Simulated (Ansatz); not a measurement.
Runs of Ansatz 0.2.0 on TaN. Symmetry: P4_2/mmc, No. 131, tetragonal system. The conventional cell has a = 3.663 Å, b = 3.663 Å, c = 4.560 Å, α = 90.00°, β = 90.00°, γ = 90.00°. Ta (site symmetry mmm) has 4 N at 2.16 Å as nearest neighbours. N (site symmetry -4m2) has 4 Ta at 2.16 Å and 2 N at 2.28 Å as nearest neighbours. The cell comes from a database or a generator and needn't be the stable form of this composition.

| task | level | cutoff (eV) | points for each segment of the path | gap on the mesh (eV) | pressure (GPa) |
| --- | --- | --- | --- | --- | --- |
| band structure | HSE06 | 420 | 4 | none | (a) |
| band structure | LDA | 420 | 14 | none | -28.9 |
| band structure | PBEsol | 420 | 14 | none | (b) |
| band structure | r2SCAN | 500 | 14 | none | -23.0 |
| single point | PBE0 | 420 | - | none | -24.8 |
| single point | r2SCAN0 | 500 | - | none | -26.5 |

Alike in all rows: potentials or basis Ansatz PAW; no spin polarisation; cell as given; k mesh 4 × 4 × 4; smearing fermi-dirac 0.05 eV; the mesh is coarse, so values aren't converged.

Fill in the values left out.

(a) -24.7; (b) -25.1.

Caveats: all runs use coarse meshes; the PAW data sets come from PBE, with cores solved anew for the run's functional, which leaves a small shift of forces and pressure; spin-orbit coupling is left out, which moves the levels of the heavy elements (some runs); the thresholds are loose for stress (some runs); a pressure of tens of GPa on the cell as given is suspect, and the run, the potentials or the cell itself is likely at fault (some runs).

A k mesh can miss the band edges, and the runs leave out spin-orbit coupling on Ta.

A gap of «none» marks a metal or a gap under the smearing width.
